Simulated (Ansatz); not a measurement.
## Sr: one input, then a changed one

The cell is COD entry 9008484, as deposited and not checked against the literature; nothing was relaxed. The listed cell was then made from it by scaling, straining or moving an atom.

First run: DFT, PBE, all-electron LAPW, scalar-relativistic (Ansatz 0.2.0).

Command: `ansatz run input.yaml --threads 1 --pin off --max-ram 2048MiB --backend cpu --events-out ev --progress --plain --runs-dir out` The run took 1.8 s on 1 thread of INTEL(R) XEON(R) PLATINUM 8581C CPU @ 2.30GHz (Emerald Rapids), with other jobs on the host, peak memory 0.27 GiB.

```yaml
crystal:
  lattice:
    - [0.0, 2.9807721162, 2.9807721162]
    - [2.9807721162, 0.0, 2.9807721162]
    - [2.9807721162, 2.9807721162, 0.0]
  atoms:
    - { symbol: Sr, position: [0.0, 0.0, 0.0] }
kpoints:
  mp_grid: { grid: [10, 10, 10] }
scf:
  occupations: { method: fermi_dirac, width: 0.08 }
hamiltonian:
  xc: pbe
  pseudopotentials: { kind: all_electron, lapw: { basis_error: 0.0005 } }
output:
  forces: true
  stress: true
  eigenvalues: true
```

Result: converged; pressure 0.46 GPa; no gap on the k mesh; 8 SCF iterations.

The input is then changed:

```diff
@@ -6,4 +6,5 @@
   atoms:
     - { symbol: Sr, position: [0.0, 0.0, 0.0] }
+  symmetry: { detect: false }
 kpoints:
   mp_grid: { grid: [10, 10, 10] }
@@ -11,5 +12,5 @@
   occupations: { method: fermi_dirac, width: 0.08 }
 hamiltonian:
-  xc: pbe
+  xc: revpbe
   pseudopotentials: { kind: all_electron, lapw: { basis_error: 0.0005 } }
 output:
```

(1) What does the second run give?

Answers

(1) It converged; pressure 1.05 GPa; no gap on the k mesh; 8 SCF iterations.
